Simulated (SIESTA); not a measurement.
**ZnO (zincite): band structure with PBE**

**Measured values to compare with.**

“Electronic structure of alkaline earth and post-transition metal oxides”, 2009, arxiv:0908.1581 quotes, for a bulk crystal of ZnO: band gap 3.37 eV.

The system is ZnO (zincite).

```
Zn O
1.0
     3.24931    0.00000    0.00000
    -1.62465    2.81398    0.00000
     0.00000    0.00000    5.20571
Zn O
2 2
Direct
  0.66667 0.33333 0.00000
  0.33333 0.66667 0.50000
  0.33333 0.66667 0.87901
  0.66667 0.33333 0.37901
```

- Program: SIESTA 5.4.2
- Task: band structure
- Functional: PBE
- Potentials or basis: PseudoDojo 0.4 standard (PBE files)
- Basis: TZP (energy shift 0.002 Ry)
- Grid cutoff: 800 Ry
- Energy shift: 0.002 Ry
- k mesh: 9 × 9 × 5
- Occupations: fermi-dirac, width 0.05 eV
- Spin: no spin polarisation

* Pressure: 5.9 GPa
* Largest force: 0.118 eV/Å
* Band gap on the k mesh: 1.12 eV, direct
* Band gap along the path: 1.12 eV, direct

Forces in eV/Å, atoms in the order of the input:
```
Zn   0.000  0.000 -0.118
Zn   0.000  0.000 -0.118
O    0.000  0.000  0.118
O    0.000  0.000  0.118
```

Stress tensor (GPa, compression positive):
```
5.74 0.00 0.00
0.00 5.74 0.00
0.00 0.00 6.18
```

Levels at the corners of the path, in eV from the valence-band top:
```csv
point,band 22,band 23,band 24,band 25,band 26,band 27,band 28,band 29,band 30,band 31
Γ,-0.78,-0.78,-0.05,0.00,0.00,1.12,5.75,8.45,15.15,15.15
M,-3.52,-2.85,-2.21,-1.29,-0.80,6.22,7.04,8.00,9.21,11.11
K,-3.63,-3.63,-1.92,-1.92,-1.68,8.20,8.27,8.32,8.32,11.42
Γ,-0.78,-0.78,-0.05,0.00,0.00,1.12,5.75,8.45,15.15,15.15
A,-2.33,-0.39,-0.39,-0.39,-0.39,3.81,3.81,10.93,10.93,15.00
L,-3.96,-1.47,-1.47,-1.33,-1.33,6.00,6.00,8.90,8.90,12.47
H,-3.85,-2.71,-2.71,-1.18,-1.18,8.26,8.26,8.52,8.52,9.46
A,-2.33,-0.39,-0.39,-0.39,-0.39,3.81,3.81,10.93,10.93,15.00
L,-3.96,-1.47,-1.47,-1.33,-1.33,6.00,6.00,8.90,8.90,12.47
M,-3.52,-2.85,-2.21,-1.29,-0.80,6.22,7.04,8.00,9.21,11.11
K,-3.63,-3.63,-1.92,-1.92,-1.68,8.20,8.27,8.32,8.32,11.42
H,-3.85,-2.71,-2.71,-1.18,-1.18,8.26,8.26,8.52,8.52,9.46
```

Wall time 56 s on 1 thread of Arm Neoverse V1 (shared host), peak memory 0.28 GiB.

Measured gap of ZnO: 3.37 eV (quoted in “Electronic structure of alkaline earth and post-transition metal oxides”, 2009, arxiv:0908.1581). This calculation gives 1.12 eV (-2.25 eV). So large a miss can be the level of theory's own, or it may mean another phase, state or a wrong row. The value is that of PBE in an atomic basis (PseudoDojo 0.4 standard (PBE files), TZP (energy shift 0.002 Ry)), whose error adds to the functional's,, without temperature or zero-point motion. Semilocal functionals fall short of measured gaps as a rule.

Caveat: semicore shells carry a single zeta, which can move pressures by several GPa and volumes by a few percent; the valence orbitals were made in a potential fitted to the semicore shell under them, which widens gaps by tenths of an eV or more; the basis of atomic orbitals isn't converged, which shifts pressures, moduli and gaps.
